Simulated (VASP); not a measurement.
Wanted: the native input for a VASP 6.6.1 run.

```
Task                   : relaxation of cell and atoms
Functional             : PBE
Dispersion             : TS
Potentials or basis    : VASP PAW PBE potentials, release 64 (S, Mg)
Cutoff                 : 600 eV
k mesh                 : 9 × 9 × 9
Occupations            : fermi-dirac, width 0.05 eV
Spin                   : no spin polarisation
Further INCAR settings : ALGO = Normal; EDIFF = 1e-06; IBRION = 2; EDIFFG = -0.01; NSW = 40; ISIF = 3
```

The structure of MgS (Niningerite) lies in POSCAR:

```
MgS
1.0
    0.0000000000      2.6016500000      2.6016500000
    2.6016500000      0.0000000000      2.6016500000
    2.6016500000      2.6016500000      0.0000000000
S Mg
1 1
Direct
    0.5000000000      0.5000000000      0.5000000000
    0.0000000000      0.0000000000      0.0000000000
```

One way to write it, as run:

INCAR

```
SYSTEM = MgS
  ALGO = Normal
  EDIFF = 1E-6
  EDIFFG = -0.01
  ENCUT = 600
  GGA = PE
  IBRION = 2
  ISIF = 3
  ISMEAR = -1
  IVDW = 2
  LASPH = .True.
  LCHARG = .False.
  LREAL = .False.
  LWAVE = .False.
  NELM = 100
  NSW = 40
  PREC = Accurate
  SIGMA = 0.05
```

KPOINTS

```
k-points
0
Gamma
  9 9 9
  0 0 0
```

Potentials or basis: VASP PAW PBE potentials, release 64 (S, Mg).

The run is started by

```sh
$ cat potpaw_PBE.64/S/POTCAR potpaw_PBE.64/Mg/POTCAR > POTCAR
$ mpirun -np 1 vasp_std > vasp.out
```

Results of the run:

| Quantity | Value |
| --- | --- |
| Relaxed volume | 17.29 Å³/atom |
| Relaxed cell | a = 3.657 Å, b = 3.657 Å, c = 3.657 Å, α = 60.00°, β = 60.00°, γ = 60.00° |
| Space group after relaxing (to 0.05 Å) | Fm-3m (No. 225) |
| Energy gained by relaxing | 1.3 meV/atom |
| Ionic steps | 3 |
| Pressure after relaxing | 0.0 GPa |
| Band gap on the k mesh | 2.95 eV, indirect (least direct gap 3.86 eV) |
| Hirshfeld charges | S -0.25; Mg +0.25 e |
| Dispersion energy per atom | -0.306 eV |

Caveat: an odd mesh through Γ misses points on the zone boundary, where band edges often lie.

Run time: 30 s on 1 thread of Intel(R) Xeon(R) 6975P-C (Granite Rapids), with other jobs on the host, peak memory 0.16 GiB.
